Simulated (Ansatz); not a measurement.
# C: the cost of one run

Program: Ansatz 0.2.0. Level of theory: DFT r2SCAN, scalar-relativistic, plane waves, PAW. These are calculated values, not measurements.

The COD entry's cell or inner coordinates are ideal or old and differ from later refinements, so a difference from it is no clean test against experiment.

1 further run of the same task is left out (set aside as unsound or not needed).

### 1 The starting structure

It takes space group P6_3/mmc (No. 194, hexagonal). Conventional cell: a = 2.456 Å, b = 2.456 Å, c = 7.050 Å, α = 90.00°, β = 90.00°, γ = 120.00°. C (site symmetry -6m2) is surrounded by 3 C at 1.42 Å.

Structure file:

```cif
data_structure
_symmetry_space_group_name_H-M 'P 1'
_symmetry_Int_Tables_number 1
_cell_length_a 2.4559
_cell_length_b 2.4559
_cell_length_c 7.0498
_cell_angle_alpha 90.000
_cell_angle_beta 90.000
_cell_angle_gamma 120.000
_cell_volume 36.82
loop_
_atom_site_label
_atom_site_type_symbol
_atom_site_fract_x
_atom_site_fract_y
_atom_site_fract_z
_atom_site_occupancy
C1 C 0.00000 0.00000 0.00250 1
C2 C 0.00000 0.00000 0.50250 1
C3 C 0.33333 0.66667 0.00250 1
C4 C 0.66667 0.33333 0.50250 1
```

This cell was relaxed beforehand with the same method: volume 9.21 Å³/atom, gap on the mesh none (metal).

### 2 The reference cell

Reference values: F = -1006.6739 eV; pressure 0.00 GPa; largest force 0.000 eV/Å; gap on the mesh none (metal). It was computed beforehand with the settings of the runs below.

### 3 Setting up a one-atom displacement scan

Atom 1 (C) is moved by x along the Cartesian unit vector (-0.500, -0.866, 0.000); the cell and all other atoms stay fixed. Forces below are components along that vector, summed over the moved atoms. In a periodic cell its images move with it.

### 4 Point x = -0.300 Å

Input file input.yaml:

```yaml
crystal:
  lattice:
    - [2.4558907252, 0.0, 0.0]
    - [-1.2279453626, 2.126863757, 0.0]
    - [0.0, 0.0, 7.0497855834]
  atoms:
    - { symbol: C, position: [0.1221552722, 0.1221552722, 0.0025] }
    - { symbol: C, position: [0.0, 0.0, 0.5025] }
    - { symbol: C, position: [0.3333333333, 0.6666666667, 0.0025] }
    - { symbol: C, position: [0.6666666667, 0.3333333333, 0.5025] }
basis:
  ecutwfc: 500
kpoints:
  mp_grid: { grid: [24, 24, 8] }
hamiltonian:
  xc: r2scan
scf:
  occupations: { method: gaussian, width: 0.15 }
output:
  forces: true
  stress: true
  eigenvalues: true
```

Launch:

```console
ansatz run input.yaml --threads 1 --pin off --max-ram 2560MiB --backend cpu --events-out ev --progress --plain --runs-dir out
```

What time and memory should one allow on 1 thread of Intel Xeon at 2.70GHz, shared host?

About 78 s, with a peak of 1.3 GiB.
